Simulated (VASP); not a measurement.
Set up this calculation in VASP 6.6.1, as the native input.

```yaml
Task: single point
Functional: r2SCAN
Potentials_or_basis: VASP PAW PBE potentials, release 64 (Fe, O)
Cutoff: 520 eV
k_mesh: 5 × 6 × 8
Occupations: gaussian, width 0.05 eV
Spin: collinear spin, ferrimagnetic start
Starting_moments: "[3.0, -1.5, 0.0, 0.0] μB"
Hubbard_terms: Fe d U = 2 eV
Supercell_matrix: "[1, 1, 0, -1, 1, 0, 0, 0, 1]"
Further_INCAR_settings: ALGO = Normal; EDIFF = 1e-07
```

The structure of FeO lies in POSCAR:

```
FeO
1.0
    0.0000000000      1.7524683600      5.0315891600
   -3.0353642200      0.0000000000      0.0000000000
    0.0000000000     -1.7524683500      2.5157945800
Fe O
2 2
Direct
    0.0000000000      0.0000000000      0.0000000000
    0.5000000000      0.5000000000      0.0000000000
    0.5000000000      0.0000000000      0.5000000000
    0.0000000000      0.5000000000      0.5000000000
```

One way to write it, as run:

INCAR

```
PREC = Accurate
ENCUT = 520
EDIFF = 1E-7
ISMEAR = 0
SIGMA = 0.05
LREAL = F
LASPH = T
NELM = 100
ALGO = Normal
ISIF = 2
LWAVE = F
LCHARG = T
ISPIN = 2
MAGMOM = 3 -1.5 0 0
LORBIT = 11
LMAXMIX = 4
LDAU = T
LDAUTYPE = 2
LDAUL = 2 -1
LDAUU = 2 0
LDAUJ = 0 0
LDAUPRINT = 1
METAGGA = R2SCAN
LMIXTAU = T
LELF = T
LVHAR = T
```

KPOINTS

```
regular mesh
0
Gamma
  5 6 8
```

Potentials or basis: VASP PAW PBE potentials, release 64 (Fe, O).

Run with:

```sh
$ cat potpaw_PBE.64/Fe/POTCAR potpaw_PBE.64/O/POTCAR > POTCAR
$ mpirun -np 1 vasp_std > vasp.out
```

It gave:

```
Pressure                                              : 3.8 GPa
Band gap on the k mesh                                : 0.15 eV
Net moment                                            : 0.00 μB per cell
Site moments                                          : Fe +3.73, -3.72; O -0.07, +0.06 μB
Valence electrons inside the program's atomic spheres : Fe 6.74; O 5.06, 5.05
```

Caveat: the PAW data sets were made with another functional, which shifts forces and pressure a little; an odd mesh through Γ misses points on the zone boundary, where band edges often lie.

It took 8.8 min on 1 thread of Intel(R) Xeon(R) 6975P-C (Granite Rapids) (shared host), peak memory 0.26 GiB.
